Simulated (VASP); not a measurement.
# Al (Im-3m) in VASP: further runs, part 2 of 2

VASP 6.6.1. The steps go on from the part before.

**4. Atomic charges, PBE0**

Contents of POSCAR:

```
Al
1.0
   -1.5912186900      1.5912186900      1.5912186900
    1.5912186900     -1.5912186900      1.5912186900
    1.5912186900      1.5912186900     -1.5912186900
Al
1
Direct
    0.0000000000      0.0000000000      0.0000000000
```

Contents of INCAR.step1:

```
ALGO = Normal
EDIFF = 1E-5
ENCUT = 520
GGA = PE
ISIF = 2
ISMEAR = 0
LASPH = T
LCHARG = F
LREAL = F
LWAVE = T
NELM = 100
PREC = Accurate
SIGMA = 0.01
```

Contents of INCAR.step2:

```
AEXX = 0.25
ALGO = Normal
EDIFF = 1E-6
ENCUT = 520
GGA = PE
ISIF = 2
ISMEAR = 0
ISTART = 1
LASPH = T
LCHARG = F
LHFCALC = T
LORBIT = 10
LREAL = F
LWAVE = F
NELM = 100
PREC = Accurate
PRECFOCK = Fast
SIGMA = 0.01
```

Contents of KPOINTS:

```
k-points
0
Gamma
  6 6 6
```

Potentials or basis: VASP PAW PBE potentials, release 64 (Al).

The run is started by

```console
> cat potpaw_PBE.64/Al/POTCAR > POTCAR
> cp INCAR.step1 INCAR
> mpirun -np 1 vasp_std > vasp.out
> cp INCAR.step2 INCAR
> mpirun -np 1 vasp_std > vasp.out
```

OUTCAR:

```text
AEXX = 0.25
   EDIFF = 1E-6
   ENCUT = 520
   GGA = PE
   ISIF = 2
   ISMEAR = 0
   ISTART = 1
   LASPH = T
   LHFCALC = T
   LORBIT = 10
   LREAL = F
   NELM = 100
   PREC = Accurate
   PRECFOCK = Fast

 ion  position               nearest neighbor table
   1  0.000  0.000  0.000-

  LATTYP: Found a body centered cubic cell.
 ALAT       =     3.1824373800

  Lattice vectors:

 A1 = (  -1.5912186900,   1.5912186900,   1.5912186900)
 A2 = (   1.5912186900,  -1.5912186900,   1.5912186900)
 A3 = (   1.5912186900,   1.5912186900,  -1.5912186900)

Analysis of symmetry for initial positions (statically):
[... 343 lines left out ...]

 FORCES acting on ions
    electron-ion (+dipol)            ewald-force                    non-local-force                 convergence-correction
 -----------------------------------------------------------------------------------------------
   -.764E-11 -.322E-10 -.870E-08   -.367E-16 -.680E-16 0.298E-15   -.165E-23 0.000E+00 0.165E-23   -.309E-13 -.108E-11 0.106E-10
 -----------------------------------------------------------------------------------------------
   -.764E-11 -.322E-10 -.870E-08   -.367E-16 -.680E-16 0.298E-15   -.165E-23 0.000E+00 0.165E-23   -.309E-13 -.108E-11 0.106E-10

 POSITION                                       TOTAL-FORCE (eV/Angst)
 -----------------------------------------------------------------------------------
      0.00000      0.00000      0.00000         0.000000      0.000000      0.000000
 -----------------------------------------------------------------------------------
    total drift:                               -0.000000     -0.000000     -0.000000

--------------------------------------------------------------------------------------------------------

  FREE ENERGIE OF THE ION-ELECTRON SYSTEM (eV)
  ---------------------------------------------------
  free  energy   TOTEN  =        -4.3628464914 eV

  energy  without entropy=       -4.3625230237  energy(sigma->0) =       -4.36268476

--------------------------------------------------------------------------------------------------------

    POTLOK:  cpu time      0.0000: real time      0.0444

--------------------------------------------------------------------------------------------------------

     LOOP+:  cpu time      0.0000: real time     23.3605
    4ORBIT:  cpu time      0.0000: real time      0.0000

 total charge

# of ion       s       p       d       tot
------------------------------------------
    1        0.530   0.341   0.000   0.872

 total amount of memory used by VASP MPI-rank0    37893. kBytes
=======================================================================

   base                                    :      30000. kBytes
   nonl-proj                               :        484. kBytes
   fftplans                                :       2284. kBytes
   grid                                    :       3500. kBytes
   one-center                              :          3. kBytes
   HF                                      :          4. kBytes
   nonlr-proj                              :        497. kBytes
   wavefun                                 :        606. kBytes
   fock_wrk                                :        515. kBytes

 General timing and accounting informations for this job:
 ========================================================
```

OUTCAR.step1:

```text
EDIFF = 1E-5
   ENCUT = 520
   GGA = PE
   ISIF = 2
   ISMEAR = 0
[... 334 lines left out ...]

 POSITION                                       TOTAL-FORCE (eV/Angst)
 -----------------------------------------------------------------------------------
      0.00000      0.00000      0.00000         0.000000      0.000000      0.000000
 -----------------------------------------------------------------------------------
    total drift:                                0.000000      0.000000      0.000000

  FREE ENERGIE OF THE ION-ELECTRON SYSTEM (eV)
  ---------------------------------------------------
  free  energy   TOTEN  =        -3.6928412295 eV

  energy  without entropy=       -3.6925177618  energy(sigma->0) =       -3.69267950
```

Wall time 27 s (1 thread of Intel Xeon Platinum 8488C (Sapphire Rapids), shared host); peak memory 0.12 GiB.

Results:

| Property | Result |
| --- | --- |
| Free energy | -4.3628 eV |
| Pressure | 3.2 GPa |
| Band gap on the k mesh | none (metal or under the smearing width) |
| Valence electrons inside the program's atomic spheres | Al 0.87 |

Levels at points of the mesh, in eV from the Fermi level:
```tsv
k point	band 1	band 2	band 3	band 4
(0.00, 0.00, 0.00)	-13.69	14.62	14.62	14.62
(0.50, 0.00, 0.00)	-5.84	-5.20	9.23	9.26
(0.50, 0.50, 0.50)	3.63	3.63	3.63	4.62
```

Caveat: the k mesh is coarse (spacing up to 0.47 Å⁻¹), so the values aren't converged, least of all with exact exchange; the PAW data sets were made with another functional, which shifts forces and pressure a little.

**5. Relaxation of cell and atoms, vdW-DF**

Contents of INCAR:

```
SYSTEM = Al
PREC = Accurate
ENCUT = 600
EDIFF = 1E-7
ISMEAR = 0
SIGMA = 0.1
LREAL = .FALSE.
LASPH = .TRUE.
NELM = 80
ALGO = Normal
ISIF = 3
LWAVE = .FALSE.
LCHARG = .FALSE.
GGA = RE
LUSE_VDW = .TRUE.
AGGAC = 0.0
IBRION = 2
NSW = 40
EDIFFG = -0.01
```

Contents of KPOINTS:

```
regular mesh
0
G
  12 12 12
  0 0 0
```

Contents of POSCAR:

```
Al
2.7561
   -0.577344323501      0.577344323501      0.577344323501
    0.577344323501     -0.577344323501      0.577344323501
    0.577344323501      0.577344323501     -0.577344323501
Al
1
Direct
    0.0000000000      0.0000000000      0.0000000000
```

The run is started by

```console
> cat potpaw_PBE.64/Al/POTCAR > POTCAR
> mpirun -np 1 vasp_std > vasp.out
```

Wall time 29 s (1 thread of Intel Xeon Platinum 8488C (Sapphire Rapids), shared host); peak memory 0.26 GiB.

Results (log left out):

- Free energy: -1.7650 eV
- Relaxed volume: 17.66 Å³/atom
- Relaxed cell: a = 2.841 Å, b = 2.841 Å, c = 2.841 Å, α = 109.47°, β = 109.47°, γ = 109.47°
- Space group after relaxing (to 0.05 Å): Im-3m (No. 229)
- Energy gained by relaxing: 27.9 meV/atom
- Ionic steps: 2
- Pressure after relaxing: 0.0 GPa
- Band gap on the k mesh: none (metal or under the smearing width)

Step by step:
| step | energy change (eV) | largest force (eV/Å) | pressure (GPa) | volume (Å³) |
| --- | --- | --- | --- | --- |
| 1 | 0.0000 | 0.0000 | 6.37 | 16.12 |
| 2 | -0.0279 | 0.0000 | 0.01 | 17.66 |

Final structure:
```cif
data_structure
_symmetry_space_group_name_H-M 'P 1'
_symmetry_Int_Tables_number 1
_cell_length_a 2.8412
_cell_length_b 2.8412
_cell_length_c 2.8412
_cell_angle_alpha 109.471
_cell_angle_beta 109.471
_cell_angle_gamma 109.471
_cell_volume 17.66
loop_
_atom_site_label
_atom_site_type_symbol
_atom_site_fract_x
_atom_site_fract_y
_atom_site_fract_z
_atom_site_occupancy
Al1 Al 0.00000 0.00000 0.00000 1
```

Levels at points of the mesh, in eV from the Fermi level:
```tsv
k point	band 1	band 2	band 3	band 4
(0.00, 0.00, 0.00)	-10.61	12.84	12.84	12.84
(0.50, 0.00, 0.00)	-3.99	-3.76	7.62	8.16
(0.50, 0.50, 0.50)	1.76	1.76	1.76	3.24
```

Caveat: the PAW data sets were made with another functional, which shifts forces and pressure a little.

**6. Summary**

```csv
task,level,potentials or basis,cell,k mesh,cutoff (eV),smearing,grid for exact exchange (PRECFOCK),exchange at q = 0,mesh quality,gap on the mesh (eV),pressure (GPa)
single point,LDA,"VASP PAW LDA potentials, release 64 (Al)",as given,12 × 12 × 12,520,gaussian 0.02 eV,-,-,not flagged,none,0.6
atomic charges,PBE0,"VASP PAW PBE potentials, release 64 (Al)",as given,6 × 6 × 6,520,gaussian 0.01 eV,Fast,default,coarse,none,3.2
relaxation of cell and atoms,vdW-DF,"VASP PAW PBE potentials, release 64 (Al)",relaxed,12 × 12 × 12,600,gaussian 0.1 eV,-,-,not flagged,none,0.0
```

Alike in all rows: no spin polarisation.

Caveats: some runs use coarse meshes; the PAW data sets were made with another functional, which shifts forces and pressure a little (some runs).

Absolute energies hang on the potentials; compare differences alone.
